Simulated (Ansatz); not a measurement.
# Ru: stress in a strained cell

Ru is deformed so: zz strain of +3 %. What stress and forces result, by LAPW, PAW and all-electron datasets made for the crystal?

Method: DFT PBE, scalar-relativistic, in Ansatz 0.2.0.

## (1) The starting structure

The structure is hexagonal, space group P6_3/mmc (No. 194). The conventional cell has a = 2.706 Å, b = 2.706 Å, c = 4.282 Å, α = 90.00°, β = 90.00°, γ = 120.00°. Around Ru (site symmetry -6m2) lie 12 Ru at 2.65 to 2.71 Å.

Coordinates:

```cif
data_structure
_symmetry_space_group_name_H-M 'P6_3/mmc'
_symmetry_Int_Tables_number 194
_cell_length_a 2.7058
_cell_length_b 2.7058
_cell_length_c 4.2819
_cell_angle_alpha 90.000
_cell_angle_beta 90.000
_cell_angle_gamma 120.000
_cell_volume 27.15
loop_
_atom_site_label
_atom_site_type_symbol
_atom_site_symmetry_multiplicity
_atom_site_Wyckoff_symbol
_atom_site_fract_x
_atom_site_fract_y
_atom_site_fract_z
_atom_site_occupancy
Ru1 Ru 2 c 0.33333 0.66667 0.25000 1
```

The file gives the conventional cell by its symmetry; the runs use the cell typed in the input.

Atoms are numbered in the order of the input: Ru1, Ru2.

## (2) The deformed structure

Space group P6_3/mmc before, P6_3/mmc after.

## (3) LAPW, all electrons

Contents of input.yaml:

```yaml
crystal:
  lattice:
    - [2.7057993342, 0.0, 0.0]
    - [-1.3528996671, 2.343290961, 0.0]
    - [0.0, 0.0, 4.410357]
  atoms:
    - { symbol: Ru, position: [0.3333333333, 0.6666666667, 0.25] }
    - { symbol: Ru, position: [0.6666666667, 0.3333333333, 0.75] }
kpoints:
  mp_grid: { grid: [14, 14, 8] }
  band_path:
    path:
      - [0.0, 0.0, 0.0]
      - [0.5, 0.0, 0.0]
      - [0.3333333333, 0.3333333333, 0.0]
      - [0.0, 0.0, 0.0]
      - [0.0, 0.0, 0.5]
      - [0.5, 0.0, 0.5]
      - [0.3333333333, 0.3333333333, 0.5]
      - [0.0, 0.0, 0.5]
      - [0.5, 0.0, 0.5]
    npoints: 5
scf:
  occupations: { method: fermi_dirac, width: 0.03 }
hamiltonian:
  xc: pbe
  pseudopotentials: { kind: all_electron, lapw: { basis_error: 0.0005 } }
output:
  forces: true
  stress: true
  eigenvalues: true
```

On the command line:

```bash
ansatz run input.yaml --threads 1 --pin off --max-ram 3072MiB --backend cpu --events-out ev --progress --plain --runs-dir out
```

## (4) PAW on the default files

Contents of input.yaml:

```yaml
crystal:
  lattice:
    - [2.7057993342, 0.0, 0.0]
    - [-1.3528996671, 2.343290961, 0.0]
    - [0.0, 0.0, 4.410357]
  atoms:
    - { symbol: Ru, position: [0.3333333333, 0.6666666667, 0.25] }
    - { symbol: Ru, position: [0.6666666667, 0.3333333333, 0.75] }
kpoints:
  mp_grid: { grid: [14, 14, 8] }
scf:
  occupations: { method: fermi_dirac, width: 0.03 }
hamiltonian:
  xc: pbe
  pseudopotentials: { kind: paw }
output:
  forces: true
  stress: true
  eigenvalues: true
  efg: { contact_densities: true }
```

## (5) All-electron PAW on datasets made for the crystal

Edit input.yaml of step 4 so:

```diff
@@ -14,3 +14,3 @@
   xc: pbe
-  pseudopotentials: { kind: paw }
+  pseudopotentials: { kind: all_electron, datasets: crystal }
 output:
```

(Steps that only read results are left out.)

Before running it: what results should come out? Wanted: pressure; largest shear or deviatoric stress.

The runs gave:

| quantity | value |
| --- | --- |
| pressure | LAPW -4.68, PAW -4.62, crystal datasets -4.68 GPa |
| largest shear or deviatoric stress (LAPW) | 9.95 GPa |

The largest part of the stress beyond the pressure is 9.95 GPa in size, in the zz component; the atoms are carried along and not relaxed. No run of the undeformed cell stands beside it, so the pressure holds what the given cell had before the change. PAW: stress within 0.07 GPa of LAPW. Crystal datasets: stress within 0.01 GPa of LAPW.
